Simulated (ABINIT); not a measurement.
A run of ABINIT 10.8.3 (patched build) is set up as follows.

Contents of run.abi:

```
pp_dirpath "./"
pseudos "Sn.GGA_PBE-JTH.xml"

acell 4.5726372396 4.5726372396 4.5726372396 Angstrom
rprim
     0.0000000000     0.7071067812     0.7071067812
     0.7071067812     0.0000000000     0.7071067812
     0.7071067812     0.7071067812     0.0000000000
ntypat 1
znucl 50
natom 2
typat 1 1
xred
     0.7500000000     0.7500000000     0.7500000000
     0.5000000000     0.5000000000     0.5000000000

ecut 408.170794 eV
pawecutdg 30.0

kptopt 1
ngkpt 9 9 9
nshiftk 1
shiftk 0.0 0.0 0.0

ixc -116133

nband 18
occopt 3
tsmear 0.05 eV

nstep 100
tolvrs 1.0e-9

iomode 3
prtwf 0
prteig 0
prtebands 0
prtden 1
prtvha 1
prtvclmb 1
prtpot 1
```

Potentials or basis: JTH PAW PBE v2.0.

Launch:

```console
$ abinit run.abi > log 2>&1
```

**Question.** What does it give for the band gap on the k mesh?

**Answer.** None (metal or under the smearing width).
